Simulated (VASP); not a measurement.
# NiO: relaxation of cell and atoms with RPBE+D3(BJ)

NiO:

```
CELL_PARAMETERS angstrom
0.00000 2.08590 2.08590
2.08590 0.00000 2.08590
2.08590 2.08590 0.00000
ATOMIC_POSITIONS crystal
Ni 0.00000 0.00000 0.00000
O 0.50000 0.50000 0.50000
```

```yaml
Program: VASP 6.6.1
Task: relaxation of cell and atoms
Functional: RPBE
Dispersion: D3(BJ)
Potentials_or_basis: VASP PAW PBE potentials, release 64 (Ni, O)
Cutoff: 600 eV
k_mesh: 11 × 11 × 11
Occupations: fermi-dirac, width 0.05 eV
Spin: collinear spin, ferromagnetic start
Starting_moments: "[1.0, 0.0] μB"
Further_INCAR_settings: ALGO = Fast; EDIFF = 1e-06; IBRION = 2; EDIFFG = -0.02; NSW = 40; ISIF = 3
```

```
Relaxed volume                                        : 8.99 Å³/atom
Relaxed cell                                          : a = 2.941 Å, b = 2.941 Å, c = 2.941 Å, α = 60.00°, β = 60.00°, γ = 60.00°
Space group after relaxing (to 0.05 Å)                : Fm-3m (No. 225)
Energy gained by relaxing                             : 0.8 meV/atom
Ionic steps                                           : 3
Pressure after relaxing                               : 0.0 GPa
Band gap on the k mesh                                : none (metal or under the smearing width)
Net moment                                            : 1.78 μB per cell
Site moments                                          : Ni +1.46; O +0.27 μB
Valence electrons inside the program's atomic spheres : Ni 8.99; O 5.00
Dispersion energy per atom                            : -1.143 eV
```

The path:
```
step  energy change (eV)  largest force (eV/Å)  pressure (GPa)  volume (Å³)
   1              0.0000                0.0000           -3.16        18.15
   2              0.0036                0.0000            5.48        17.68
   3             -0.0016                0.0000           -0.05        17.99
```

Final structure:
```
Ni O
1.0
     0.00000    2.07962    2.07962
     2.07962    0.00000    2.07962
     2.07962    2.07962    0.00000
Ni O
1 1
Direct
  0.00000 0.00000 0.00000
  0.50000 0.50000 0.50000
```

Levels at points of the mesh, in eV from the Fermi level:
Spin up:
```csv
k point,band 7,band 8,band 9,band 10,band 11,band 12
"(0.00, 0.00, 0.00)",-2.74,-2.74,-2.74,1.64,17.95,19.04
```
Spin down:
```csv
k point,band 3,band 4,band 5,band 6,band 7,band 8,band 9,band 10,band 11,band 12
"(0.00, 0.00, 0.00)",-2.52,-2.52,-1.92,-1.92,-1.92,-0.55,-0.55,1.98,17.85,19.24
```

It took 57 s on 1 thread of Intel(R) Xeon(R) Platinum 8375C CPU @ 2.90GHz (Ice Lake) (shared host), peak memory 0.17 GiB.

Caveat: the PAW data sets were made with another functional, which shifts forces and pressure a little; a cell with one magnetic atom can't hold antiferromagnetic order, which such compounds often take; semilocal functionals often make such compounds metallic where correlation or magnetic order opens a gap, which also shifts bond lengths; pairwise dispersion overbinds metals, which lowers pressure and volume. With open d or f shells a metallic result of RPBE can be an artefact of self-interaction; +U or a hybrid may open a gap.
